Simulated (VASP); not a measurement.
A run of VASP 6.6.1 is set up as follows.

INCAR

```
ALGO = Normal
EDIFF = 1E-7
EDIFFG = -0.005
ENCUT = 600
GGA = PE
IBRION = 2
ISIF = 3
ISMEAR = 1
IVDW = 12
LASPH = True
LCHARG = False
LREAL = False
LWAVE = False
NELM = 80
NSW = 90
PREC = Accurate
SIGMA = 0.1
```

The input KPOINTS:

```
k-points
0
Gamma
  12 12 7
```

POSCAR

```
TiS2                                    
1.0
    3.3584555061      0.0000000000     -0.0000000000
   -1.6792277531      2.9085077858     -0.0000000000
    0.0000000000     -0.0000000000      5.5230876405
  Ti              S             
     1     2
Direct
     0.0000000000000000    0.0000000000000000    0.0000000000000000
     0.3333333332999970    0.6666666667000030    0.2587672932822837
     0.6666666667000030    0.3333333332999970    0.7412327067177162
```

Potentials or basis: VASP PAW PBE potentials, release 64 (Ti_sv, S).

Launch:

```console
$ cat potpaw_PBE.64/Ti_sv/POTCAR potpaw_PBE.64/S/POTCAR > POTCAR
$ mpirun -np 1 vasp_std > vasp.out
```

Task: What does it give for the dispersion energy per atom?

Result: -0.410 eV.

Task: What does it give for the band gap on the k mesh?

Result: None (metal or under the smearing width).

Final structure:
```
Ti S
1.0
     3.35846    0.00000    0.00000
    -1.67923    2.90851    0.00000
     0.00000    0.00000    5.52309
Ti S
1 2
Direct
  0.00000 0.00000 0.00000
  0.33333 0.66667 0.25877
  0.66667 0.33333 0.74123
```

Caveat: the relaxation stopped at its first step, so nothing moved.
